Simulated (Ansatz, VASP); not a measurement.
# Ti in VASP and in Ansatz

```xyz
1
Lattice="-1.6072 1.6072 1.6072 1.6072 -1.6072 1.6072 1.6072 1.6072 -1.6072" Properties=species:S:1:pos:R:3 pbc="T T T"
Ti    0.0000    0.0000    0.0000
```

Alike in both runs: task relaxation of cell and atoms; functional PBEsol; k mesh 8 × 8 × 8; occupations gaussian, width 0.1 eV; no spin polarisation.

```csv
,VASP,Ansatz
version,VASP 6.6.1,Ansatz 0.2.0
potentials or method,"VASP PAW PBE potentials, release 64 (Ti_sv)","scalar-relativistic, plane waves, PAW"
plane-wave cutoff (eV),600,420
valence electrons in the cell,12,12
```

|  | VASP | Ansatz | Ansatz less VASP |
| --- | --- | --- | --- |
| gap on the k mesh at the Fermi level, each at its own relaxed structure (eV) | none | none | - |
| relaxed volume (Å³/atom) | 16.50 | 16.50 | -0.004 |
| relaxed cell length with the largest relative difference (Å) | 2.778 | 2.778 | -0.0002 |

A gap of «none» marks a metal or a gap that the smearing closes.

Caveats: the PAW data sets were made with another functional, which shifts forces and pressure a little (VASP).
